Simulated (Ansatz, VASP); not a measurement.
This is a calculation of TaN for VASP 6.6.1.

File INCAR:

```
PREC = Accurate
ENCUT = 520
EDIFF = 1E-6
ISMEAR = -1
SIGMA = 0.05
LREAL = False
LASPH = True
NELM = 100
ALGO = Normal
ISIF = 2
LWAVE = False
LCHARG = False
GGA = PE
NBANDS = 24
```

File KPOINTS:

```
regular mesh
0
Gamma
  8 8 6
```

The input POSCAR:

```
TaN
1.0
    3.3991219400      0.0000000000      0.0000000000
    0.0000000000      3.3991219400      0.0000000000
    0.0000000000      0.0000000000      4.9769636900
Ta N
2 2
Direct
    0.0000000000      0.0000000000      0.0000000000
    0.5000000000      0.5000000000      0.0000000000
    0.5000000000      0.0000000000      0.2670000000
    0.0000000000      0.5000000000      0.7330000000
```

Potentials or basis: VASP PAW PBE potentials, release 64 (Ta_pv, N).

Launch:

```console
$ cat potpaw_PBE.64/Ta_pv/POTCAR potpaw_PBE.64/N/POTCAR > POTCAR
$ mpirun -np 1 vasp_std > vasp.out
```

Task: Translate it to Ansatz 0.2.0. Potentials there: Ansatz PAW.

Result: As run (the cutoff follows the program's own potentials):

The input input.yaml:

```yaml
crystal:
  lattice:
    - [3.39912194, 0.0, 0.0]
    - [0.0, 3.39912194, 0.0]
    - [0.0, 0.0, 4.97696369]
  atoms:
    - { symbol: Ta, position: [0.0, 0.0, 0.0] }
    - { symbol: Ta, position: [0.5, 0.5, 0.0] }
    - { symbol: "N", position: [0.5, 0.0, 0.267] }
    - { symbol: "N", position: [0.0, 0.5, 0.733] }
hamiltonian:
  xc: pbe
  pseudopotentials: { kind: paw }
kpoints:
  mp_grid: { grid: [8, 8, 6] }
scf:
  occupations: { method: fermi_dirac, width: 0.05 }
output:
  forces: true
  stress: true
  eigenvalues: true
```

Potentials or basis: Ansatz PAW.

Launch:

```sh
$ ansatz run input.yaml --threads 1 --pin off --max-ram 3584MiB --backend cpu --events-out ev --progress --plain --runs-dir out
```

Both were run:

|  | VASP | Ansatz | Ansatz less VASP |
| --- | --- | --- | --- |
| gap on the k mesh at the Fermi level (eV) | none | none | - |
| rms of the force components (eV/Å) | 1.059 | 1.096 | +0.0366 |

Atom by atom the forces differ by 0.037 eV/Å (rms over components). A gap of «none» marks a metal or a gap that the smearing closes. The two sets of potentials don't hold the same shells in valence.

Caveats: forces of over 1 eV/Å show positions far from the minimum, so gaps and moduli don't describe the material at rest. Spin-orbit coupling is left out, which matters for the levels of Ta.
